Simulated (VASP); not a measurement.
The system is BaZrS3.

```
Ba Zr S
1.0
     7.13449    0.00000    0.00000
     0.00000   10.04182    0.00000
     0.00000    0.00000    7.06356
Ba Zr S
4 4 12
Direct
  0.04303 0.25000 0.00875
  0.45697 0.75000 0.50875
  0.54303 0.25000 0.49125
  0.95697 0.75000 0.99125
  0.00000 0.00000 0.50000
  0.50000 0.00000 0.00000
  0.50000 0.50000 0.00000
  0.00000 0.50000 0.50000
  0.99416 0.25000 0.56090
  0.50584 0.75000 0.06090
  0.49416 0.25000 0.93910
  0.00584 0.75000 0.43910
  0.21326 0.96818 0.78662
  0.28674 0.03182 0.28662
  0.71326 0.53182 0.71338
  0.78674 0.46818 0.21338
  0.78674 0.03182 0.21338
  0.71326 0.96818 0.71338
  0.28674 0.46818 0.28662
  0.21326 0.53182 0.78662
```

The cell is a database's computed one.

| Item | Value |
| --- | --- |
| Program | VASP 6.6.1 |
| Task | relaxation of cell and atoms |
| Functional | PBEsol |
| Potentials or basis | VASP PAW PBE potentials, release 64 (Ba_sv, Zr_sv, S) |
| Cutoff | 600 eV |
| k mesh | 4 × 4 × 4 |
| Occupations | gaussian, width 0.03 eV |
| Spin | no spin polarisation |

At the start: pressure -2.5 GPa; volume 25.30 Å³/atom.

Task: How do energy, volume and symmetry change on relaxing?

Result: Over 16 steps the energy falls by 7.3 meV/atom and the volume is 24.44 Å³/atom (-3.4 %); space group Pnma (No. 62, to 0.05 Å).

The path:
| step | energy change (eV) | largest force (eV/Å) | pressure (GPa) | volume (Å³) |
| --- | --- | --- | --- | --- |
| 1 | 0.0000 | 0.0762 | -2.52 | 506.06 |
| 2 | -0.0623 | 0.0657 | 2.06 | 477.47 |
| 3 | -0.1365 | 0.0480 | -0.01 | 489.29 |
| 4 | -0.1364 | 0.0473 | 0.05 | 488.96 |
| 5 | -0.1373 | 0.0445 | 0.05 | 488.92 |
| 6 | -0.1395 | 0.0364 | 0.05 | 488.82 |
| 7 | -0.1424 | 0.0225 | 0.06 | 488.62 |
| 8 | -0.1420 | 0.0452 | 0.08 | 488.21 |
| 9 | -0.1433 | 0.0298 | 0.07 | 488.44 |
| 10 | -0.1443 | 0.0233 | 0.02 | 488.75 |
| 11 | -0.1452 | 0.0138 | -0.10 | 489.42 |
| 12 | -0.1456 | 0.0135 | -0.01 | 488.88 |
| 13 | -0.1456 | 0.0140 | 0.02 | 488.67 |
| 14 | -0.1457 | 0.0131 | 0.02 | 488.67 |
| 15 | -0.1459 | 0.0122 | 0.02 | 488.68 |
| 16 | -0.1461 | 0.0096 | -0.01 | 488.90 |

Final structure:
```xyz
20
Lattice="7.0739 0.0000 0.0000 0.0000 9.9259 0.0000 0.0000 0.0000 6.9629" Properties=species:S:1:pos:R:3 pbc="T T T"
Ba    0.3528    2.4815    0.0750
Ba    3.1841    7.4444    3.5564
Ba    3.8898    2.4815    3.4065
Ba    6.7210    7.4444    6.8879
Zr    0.0000    0.0000    3.4814
Zr    3.5369    0.0000    0.0000
Zr    3.5369    4.9630    0.0000
Zr    0.0000    4.9630    3.4814
S     7.0417    2.4815    3.9263
S     3.5692    7.4444    0.4448
S     3.5047    2.4815    6.5181
S     0.0322    7.4444    3.0366
S     1.4955    9.5911    5.4910
S     2.0414    0.3349    2.0095
S     5.0325    5.2978    4.9533
S     5.5784    4.6281    1.4719
S     5.5784    0.3349    1.4719
S     5.0325    9.5911    4.9533
S     2.0414    4.6281    2.0095
S     1.4955    5.2978    5.4910
```

Caveat: the PAW data sets were made with another functional, which shifts forces and pressure a little.
